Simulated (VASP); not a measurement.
# Te2Pt (P-3m1) in VASP: a series of runs, part 2 of 2

VASP 6.6.1. Earlier steps stand in the parts before.

## (3) Single point, PBEsol+U, collinear spin, antiferromagnetic start

Contents of INCAR:

```
PREC = Accurate ; ENCUT = 520
EDIFF = 1E-6 ; ISMEAR = 0
SIGMA = 0.05 ; LREAL = False
LASPH = True ; NELM = 100
ALGO = Normal ; ISIF = 2
LWAVE = False ; LCHARG = False
ISPIN = 2 ; MAGMOM = 0.5 -0.5 0
LORBIT = 11 ; LMAXMIX = 4
LDAU = True ; LDAUTYPE = 2
LDAUL = -1 2 ; LDAUU = 0 8
LDAUJ = 0 0 ; LDAUPRINT = 1
GGA = PS ; NBANDS = 22
```

Contents of KPOINTS:

```
Automatic mesh
0
Gamma
  6 6 4
```

Contents of POSCAR:

```
Te2Pt
1.0
    4.0179994500      0.0000000000      0.0000000000
   -2.0089997300      3.4796896000      0.0000000000
    0.0000000000      0.0000000000      5.2119993300
Te Pt
2 1
Direct
    0.3333333333      0.6666666667      0.2500000000
    0.6666666667      0.3333333333      0.7500000000
    0.0000000000      0.0000000000      0.0000000000
```

Potentials or basis: VASP PAW PBE potentials, release 64 (Te, Pt).

Command:

```bash
cat potpaw_PBE.64/Te/POTCAR potpaw_PBE.64/Pt/POTCAR > POTCAR
mpirun -np 1 vasp_std > vasp.out
```

OUTCAR:

```text
PREC = Accurate
   ENCUT = 520
   EDIFF = 1E-6
   ISMEAR = 0
   LREAL = False
   LASPH = True
   NELM = 100
   ISIF = 2
   ISPIN = 2
   LORBIT = 11
   GGA = PS

 ion  position               nearest neighbor table
   1  0.333  0.667  0.250-   3 2.66   3 2.66   3 2.66   2 3.49   2 3.49   2 3.49   2 3.49   2 3.49
                             2 3.49
   2  0.667  0.333  0.750-   3 2.66   3 2.66   3 2.66   1 3.49   1 3.49   1 3.49   1 3.49   1 3.49
                             1 3.49
   3  0.000  0.000  0.000-   2 2.66   1 2.66   2 2.66   1 2.66   2 2.66   1 2.66

  LATTYP: Found a hexagonal cell.
 ALAT       =     4.0179994500
 C/A-ratio  =     1.2971627784

  Lattice vectors:

 A1 = (   4.0179994500,   0.0000000000,   0.0000000000)
 A2 = (  -2.0089997300,   3.4796896000,   0.0000000000)
 A3 = (   0.0000000000,   0.0000000000,   5.2119993300)

Analysis of symmetry for initial positions (statically):
[... 1438 lines left out ...]
     21      18.0729      0.00000
     22      18.7215      0.00000

------------------------ aborting loop because EDIFF is reached ----------------------------------------

  FORCE on cell =-STRESS in cart. coord.  units (eV):
  Direction    XX          YY          ZZ          XY          YZ          ZX
  --------------------------------------------------------------------------------------
  -------------------------------------------------------------------------------------
  Total       -1.2087225     -1.2087225     -1.0038114      0.0000000     -0.0000000     -0.0000000
  in kB      -26.5755624    -26.5755624    -22.0702866      0.0000000     -0.0000000     -0.0000000
  external PRESSURE =     -25.0738038 kB  Pullay stress =       0.0000000 kB

 VOLUME and BASIS-vectors are now :
 -----------------------------------------------------------------------------
  energy-cutoff  :      520.00
  volume of cell :       72.87
      direct lattice vectors                 reciprocal lattice vectors
     4.017999450  0.000000000  0.000000000     0.248880074  0.143690978  0.000000000
    -2.008999730  3.479689600  0.000000000     0.000000000  0.287381955  0.000000000
     0.000000000  0.000000000  5.211999330     0.000000000  0.000000000  0.191864952

 POSITION                                       TOTAL-FORCE (eV/Angst)
 -----------------------------------------------------------------------------------
     -0.00000      2.31979      1.30300         0.000000     -0.000000      0.214619
      2.00900      1.15990      3.90900        -0.000000      0.000000     -0.214619
      0.00000      0.00000      0.00000         0.000000      0.000000      0.000000
 -----------------------------------------------------------------------------------
    total drift:                                0.000000      0.000000     -0.000000

  FREE ENERGIE OF THE ION-ELECTRON SYSTEM (eV)
  ---------------------------------------------------
  free  energy   TOTEN  =       -10.5033040834 eV

  energy  without entropy=      -10.5001635591  energy(sigma->0) =      -10.50173382

 total charge

# of ion       s       p       d       tot
------------------------------------------
    1        1.404   1.823   0.066   3.293
    2        1.404   1.823   0.066   3.293
    3        0.614   0.600   9.015  10.230
--------------------------------------------------
tot          3.421   4.246   9.147  16.815

 magnetization (x)

# of ion       s       p       d       tot
------------------------------------------
    1        0.000  -0.000  -0.000   0.000
    2       -0.000   0.000   0.000  -0.000
    3        0.000   0.000   0.000   0.000
--------------------------------------------------
tot          0.000   0.000   0.000   0.000
```

stdout:

```text
POSCAR found type information on POSCAR TePt
 POSCAR found :  2 types and       3 ions
 scaLAPACK will be used
 -----------------------------------------------------------------------------
|                                                                             |
|                                                                             |
|     You enforced a specific xc type in the INCAR file but a different       |
|     I HOPE YOU KNOW WHAT YOU ARE DOING!                                     |
|                                                                             |
 -----------------------------------------------------------------------------

 LDA part: xc-table for (Slater+PW92), standard interpolation
 POSCAR, INCAR and KPOINTS ok, starting setup
 FFT: planning ... GRIDC
 FFT: planning ... GRID_SOFT
 FFT: planning ... GRID
 WAVECAR not read
 entering main loop
```

Wall time 51 s (1 thread of Intel Xeon Platinum 8488C (Sapphire Rapids), shared host); peak memory 0.24 GiB.

Results:

```yaml
Free_energy: -10.5033 eV
Pressure: -2.5 GPa
Largest_force: 0.215 eV/Å
Band_gap_on_the_k_mesh: none (metal or under the smearing width)
Net_moment: 0.00 μB per cell
Valence_electrons_inside_the_program's_atomic_spheres: Te 3.29; Pt 10.23
```

Forces on the atoms (eV/Å):
```
Te   0.000  0.000  0.215
Te   0.000  0.000 -0.215
Pt   0.000  0.000  0.000
```

Eigenvalues of the final occupation matrices:
```tsv
site	spin	trace	eigenvalues
site 3 d	1	4.55	0.84 0.84 0.96 0.96 0.96
site 3 d	2	4.55	0.84 0.84 0.96 0.96 0.96
```

Caveat: the PAW data sets were made with another functional, which shifts forces and pressure a little; the U is typed as a test and isn't derived for this compound. The state reached can hang on the start; a lower one may exist.

## (4) Single point, PBEsol+U, collinear spin, zero start

Contents of INCAR:

```
ALGO = Fast
EDIFF = 1E-6
ENCUT = 520
GGA = PS
ISIF = 2
ISMEAR = 0
ISPIN = 2
LASPH = True
LCHARG = True
LDAU = True
LDAUJ = 0 0
LDAUL = -1 2
LDAUPRINT = 1
LDAUTYPE = 2
LDAUU = 0 8
LELF = True
LMAXMIX = 4
LORBIT = 11
LREAL = False
LVHAR = True
LWAVE = False
MAGMOM = 0 0 0
NBANDS = 22
NELM = 60
PREC = Accurate
SIGMA = 0.05
```

Contents of KPOINTS:

```
k-points
0
Gamma
  6 6 4
```

POSCAR is that of step 3.

Command:

```bash
cat potpaw_PBE.64/Te/POTCAR potpaw_PBE.64/Pt/POTCAR > POTCAR
mpirun -np 1 vasp_std > vasp.out
```

Run time: 53 s. Hardware: 1 thread of Intel Xeon Platinum 8488C (Sapphire Rapids), shared host; peak memory 0.24 GiB.

It converged, with:

```
Free energy                                           : -10.5033 eV
Pressure                                              : -2.5 GPa
Largest force                                         : 0.215 eV/Å
Band gap on the k mesh                                : none (metal or under the smearing width)
Net moment                                            : 0.00 μB per cell
Valence electrons inside the program's atomic spheres : Te 3.29; Pt 10.23
```

Forces on the atoms (eV/Å):
```
Te   0.000  0.000  0.215
Te   0.000  0.000 -0.215
Pt   0.000  0.000  0.000
```

Stress tensor (GPa, compression positive):
```
-2.66  0.00  0.00
 0.00 -2.66  0.00
 0.00  0.00 -2.21
```

Levels at points of the mesh, in eV from the Fermi level:
Spin up:
| k point | band 9 | band 10 | band 11 | band 12 | band 13 | band 14 |
| --- | --- | --- | --- | --- | --- | --- |
| (0.00, 0.00, 0.00) | -0.23 | -0.23 | 0.95 | 0.95 | 1.57 | 2.97 |
| (0.50, 0.00, 0.00) | -3.36 | -3.21 | -3.17 | 0.00 | 2.47 | 3.53 |
| (0.00, 0.00, 0.50) | -1.44 | -0.87 | -0.87 | 2.05 | 2.05 | 4.47 |
| (0.50, 0.00, 0.50) | -4.42 | -2.26 | -0.51 | 0.42 | 1.22 | 4.48 |
Spin down:
```tsv
k point	band 8	band 9	band 10	band 11	band 12	band 13	band 14	band 15
(0.00, 0.00, 0.00)	-3.69	-0.23	-0.23	0.95	0.95	1.57	2.97	4.62
(0.50, 0.00, 0.00)	-3.60	-3.36	-3.21	-3.17	0.00	2.47	3.53	5.70
(0.00, 0.00, 0.50)	-2.11	-1.44	-0.87	-0.87	2.05	2.05	4.47	5.50
(0.50, 0.00, 0.50)	-5.09	-4.42	-2.26	-0.51	0.42	1.22	4.48	4.49
```

Eigenvalues of the final occupation matrices:
```tsv
site	spin	trace	eigenvalues
site 3 d	1	4.55	0.84 0.84 0.96 0.96 0.96
site 3 d	2	4.55	0.84 0.84 0.96 0.96 0.96
```

Caveat: the PAW data sets were made with another functional, which shifts forces and pressure a little; the U is typed as a test and isn't derived for this compound. Spin-orbit coupling is left out, which matters for the levels of Pt, Te.

## (5) Overview

```csv
spin,gap on the mesh (eV),pressure (GPa),moment (μB),largest force (eV/Å)
"collinear, ferromagnetic start",none,-2.5,0.01,0.21
"collinear, antiferromagnetic start",none,-2.5,0.00,0.21
"collinear, zero start",none,-2.5,0.00,0.21
```

Alike in all rows: task single point; level PBEsol+U; potentials or basis VASP PAW PBE potentials, release 64 (Te, Pt); Pt d U = 8 eV; cell as given; k mesh 6 × 6 × 4; cutoff (eV) 520; smearing gaussian 0.05 eV.

Every run on the cell as given and a fine mesh finds a metal.

Caveats: the PAW data sets were made with another functional, which shifts forces and pressure a little; the U is typed as a test and isn't derived for this compound.

Absolute energies hang on the potentials; compare differences alone.
